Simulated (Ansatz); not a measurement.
Base system: ZnTe in the zinc blende structure (space group F-43m, No. 216; a = 6.179 Å). Axes: x, y, z lie along the cube axes.

(Cell as relaxed with PBE.)

Levels (all Ansatz, a first-principles code, PAW): PBE (420 eV, scalar-relativistic without spin-orbit coupling); PBEsol (420 eV, scalar-relativistic without spin-orbit coupling).

Each level relaxes its own structure.

```
base                      PBE    PBEsol
-------------------  --------  --------
volume per atom      29.49 Å³  27.90 Å³
lattice parameter a   6.179 Å   6.066 Å
band gap              1.08 eV   1.24 eV
```

Modification: a free-standing slab of 7 layers (14 atoms, 2 a layer) is cut normal to [110], with 15 Å of vacuum and the in-plane cell held at bulk.

| quantity | PBE | PBEsol |
|---|---|---|
| excess energy per area of both faces (slab less bulk energy over the cell's area: twice a surface energy) | 0.48 J/m² | [?] |
| gap character | direct at Γ | [?] |
| band gap | 1.48 eV | [?] |

Question: Given the PBE results, estimate those of PBEsol.

Answer: 
- excess energy per area of both faces (slab less bulk energy over the cell's area: twice a surface energy), PBEsol: 0.67 J/m²
- gap character, PBEsol: direct at Γ
- band gap, PBEsol: 1.60 eV

PBE's excess energy per area of both faces lies 0.19 J/m² below PBEsol's; PBE's band gap lies 0.127 eV below PBEsol's; the two agree on the gap character. Neither level is exact; PBEsol is the comparison here, not a measurement.

Slab and bulk use different k-meshes, which limits the precision of the excess energy. With Te present, leaving out spin-orbit coupling can change the band edges. Stability against distortions was not tested. k-point labels follow each cell's own Brillouin zone.
